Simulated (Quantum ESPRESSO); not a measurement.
**BaS under changes of volume**

One of the cells (32.576 Å³/atom); the others are scaled copies at fixed shape and fractional positions:

```xyz
2
Lattice="0.0000 3.1938 3.1938 3.1938 0.0000 3.1938 3.1938 3.1938 0.0000" Properties=species:S:1:pos:R:3 pbc="T T T"
Ba    0.0000    0.0000    0.0000
S     3.1938    3.1938    3.1938
```

| Item | Value |
| --- | --- |
| Program | Quantum ESPRESSO 7.5 |
| Functional | PBEsol |
| Potentials or basis | PseudoDojo 0.4.1 SR PBEsol standard |
| Cutoff | 707 eV |
| Density cutoff | 2830 eV |
| k mesh | 7 × 7 × 7 |
| Occupations | fermi-dirac, width 0.05 eV |
| Spin | no spin polarisation |

```tsv
volume (Å³/atom)	energy over the lowest point (meV/atom)	pressure (GPa)	gap on the mesh (eV)
30.622	8.52	2.1	1.97
31.273	2.11	1.0	2.01
31.925	0.00	0.0	2.05
32.576	1.73	-0.9	2.08
33.228	?	?	?
33.879	15.14	-2.4	2.14
34.531	26.13	-3.0	2.17
```

Q: What does the run at 33.228 Å³/atom give?

A: Energy over the lowest point 6.91 meV/atom; pressure -1.7 GPa; gap on the mesh 2.11 eV.

Worked out: A Birch-Murnaghan fit of order 3 (a polynomial in V^(-2/3)) to the other rows has its minimum at 31.94 Å³/atom with B0 = V·E''(V) = 46 GPa and B' = 4.5. It gives 6.91 meV/atom at 33.228 Å³/atom, against the run's 6.91, and -dE/dV = -1.7 GPa, against -1.7. A straight line through the other rows of the gap, of slope 1.64 eV per unit of ln V, gives 2.11 eV, against the run's 2.11.

Energies are extrapolated to zero smearing.

Caveats: this release of the barium file is off; spin-orbit coupling is left out, which moves the levels of the heavy elements; an odd mesh through Γ misses points on the zone boundary, where band edges often lie.
